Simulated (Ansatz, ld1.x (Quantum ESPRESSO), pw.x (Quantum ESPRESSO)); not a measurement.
Equation-of-state test of one PAW potential (K)

potassium (K), PAW, made with ld1.x (Quantum ESPRESSO) 7.5 (PBE, scalar-relativistic). Core [Ne], reference 3s2 3p6 4s1 4p0. Waves: 3s (bound): rcut 1.95, rcutus 2.55 bohr; 4s (bound): rcut 1.95, rcutus 2.55 bohr; 3p (bound): rcut 2.00, rcutus 2.35 bohr; 4p (bound, empty): rcut 2.00, rcutus 2.35 bohr; 3d channel at 0.1 Ry: rc 2.50 bohr. Local part: the d channel. Core correction: Bessel-smoothed model core inside 2.40 bohr. Augmentation charge: BESSEL, radius 2.10 bohr.

Atomic tests: cutoffs needed: 15 Ry and 25 Ry (the cutoffs (Ry, on a coarse ladder) from which the occupation-weighted sum of valence levels, in a spherical-Bessel basis at the reference potential, stays within 10 and 1 mRy of its value at 400 Ry); ghost test: no extra level below or beside the all-electron valence levels (s, p, d, f tested) (spherical-Bessel basis up to 400 Ry, 20 bohr box); configuration tests: test run stopped at test 5 of 5 (negative rho).

Crystal test: fcc K in pw.x 7.5, no spin, 9³ k-points, Fermi–Dirac smearing 0.01 Ry, cutoffs 40/320 Ry. The reference is all-electron LAPW (Ansatz 0.2.0) with the same functional, mesh and smearing; V0 and B0 come from Birch–Murnaghan fits to the pressures at five volumes. Errors are pseudo minus all-electron; Δ is the rms difference of the E(V) curves that follow from these fits, minima aligned, over ±6 % about the mean V0. Mesh and smearing are coarse, so the numbers serve the comparison and aren't converged zero-temperature values; the lattice is a test structure that the element need not adopt.

All-electron: a0 = 6.675 Å (V0 = 74.37 Å³/atom), B0 = 3.5 GPa.

Q: How far does the potential miss the all-electron equation of state?

A: mean pressure error (GPa): -0.01; a0 (Å): 6.672; a0 error (%): -0.05; B0 error (%): +0.6; Δ (meV/atom): 0.1. Atomic configuration tests: test run stopped at test 5 of 5 (negative rho).

```json
{"V (Å³/atom)": "70.778", "P all-electron (GPa)": "0.19", "P pseudo (GPa)": "0.18"}
{"V (Å³/atom)": "72.640", "P all-electron (GPa)": "0.09", "P pseudo (GPa)": "0.08"}
{"V (Å³/atom)": "74.503", "P all-electron (GPa)": "-0.01", "P pseudo (GPa)": "-0.01"}
{"V (Å³/atom)": "76.366", "P all-electron (GPa)": "-0.09", "P pseudo (GPa)": "-0.09"}
{"V (Å³/atom)": "78.228", "P all-electron (GPa)": "-0.16", "P pseudo (GPa)": "-0.16"}
```

Q: At the middle volume, how do free energy and pressure move when the wave cutoff is lowered (ecutrho held at 320 Ry)?

A:

```csv
cutoff (Ry),shift of F (meV/atom),shift of P (GPa)
18,+44.4,-0.12
24,+8.7,-0.09
32,+2.2,+0.00
```

Input at the middle volume:

```
&control
  calculation='scf', prefix='x', pseudo_dir='./', outdir='./tmp', tstress=.true., disk_io='none'
/
&system
  ibrav=0, nat=1, ntyp=1, ecutwfc=40, ecutrho=320, nbnd=12,
  occupations='smearing', smearing='fd', degauss=0.01
/
&electrons
  conv_thr=1e-09, mixing_beta=0.4, electron_maxstep=70
/
ATOMIC_SPECIES
K 1.0 K.UPF
CELL_PARAMETERS angstrom
  0.00000000 3.33975484 3.33975484
  3.33975484 0.00000000 3.33975484
  3.33975484 3.33975484 0.00000000
ATOMIC_POSITIONS crystal
K 0.0000 0.0000 0.0000
K_POINTS automatic
9 9 9 0 0 0
```

```bash
pw.x < K.scf.in > K.scf.out
```

Lines of the output:

```
Message from routine setup:
     using ibrav=0 with symmetry is DISCOURAGED, use correct ibrav instead
     lattice parameter (alat)  =       8.9254  a.u.
     unit-cell volume          =     502.7712 (a.u.)^3
     number of electrons       =         9.00
     number of Kohn-Sham states=           12
     kinetic-energy cutoff     =      40.0000  Ry
     charge density cutoff     =     320.0000  Ry
     scf convergence threshold =      1.0E-09
     Exchange-correlation= SLA  PW   PBX  PBC
     number of k points=    35  Fermi-Dirac smearing, width (Ry)=  0.0100
     iteration #  1     ecut=    40.00 Ry     beta= 0.40
     total energy              =    -113.01332351 Ry
     estimated scf accuracy    <       0.00194908 Ry
     iteration #  2     ecut=    40.00 Ry     beta= 0.40
     total energy              =    -113.01327592 Ry
     estimated scf accuracy    <       0.00044503 Ry
     iteration #  3     ecut=    40.00 Ry     beta= 0.40
     total energy              =    -113.01335652 Ry
     estimated scf accuracy    <       0.00003332 Ry
     iteration #  4     ecut=    40.00 Ry     beta= 0.40
     total energy              =    -113.01336255 Ry
     estimated scf accuracy    <       0.00000470 Ry
     iteration #  5     ecut=    40.00 Ry     beta= 0.40
     total energy              =    -113.01336331 Ry
     estimated scf accuracy    <       0.00000003 Ry
     iteration #  6     ecut=    40.00 Ry     beta= 0.40
     total energy              =    -113.01336346 Ry
     estimated scf accuracy    <       0.00000013 Ry
     iteration #  7     ecut=    40.00 Ry     beta= 0.40
     total energy              =    -113.01336343 Ry
     estimated scf accuracy    <       0.00000010 Ry
     iteration #  8     ecut=    40.00 Ry     beta= 0.40
     total energy              =    -113.01336345 Ry
     estimated scf accuracy    <       0.00000001 Ry
     iteration #  9     ecut=    40.00 Ry     beta= 0.40
     total energy              =    -113.01336345 Ry
     estimated scf accuracy    <          7.3E-09 Ry
     iteration # 10     ecut=    40.00 Ry     beta= 0.40
     total energy              =    -113.01336344 Ry
     estimated scf accuracy    <       0.00000001 Ry
     iteration # 11     ecut=    40.00 Ry     beta= 0.40
     the Fermi energy is     1.7595 ev
!    total energy              =    -113.01336344 Ry
     estimated scf accuracy    <          1.8E-10 Ry
     smearing contrib. (-TS)   =      -0.00349500 Ry
     The total energy is F=E-TS. E is the sum of the following terms:
     one-electron contribution =     -36.21653377 Ry
     hartree contribution      =      19.23667962 Ry
     xc contribution           =      -8.48782832 Ry
     ewald contribution        =     -29.42170547 Ry
     one-center paw contrib.   =     -58.12048050 Ry
     convergence has been achieved in  11 iterations
          total   stress  (Ry/bohr**3)                   (kbar)     P=       -0.12
     Message from routine punch:
     Nothing written, as per user request (disk_io='none')
```

The run at the middle volume (35 k-points, 11 iterations) took about 19 s on one core of a shared host (Neoverse-V1, 32 threads, 247 GiB, load 11).
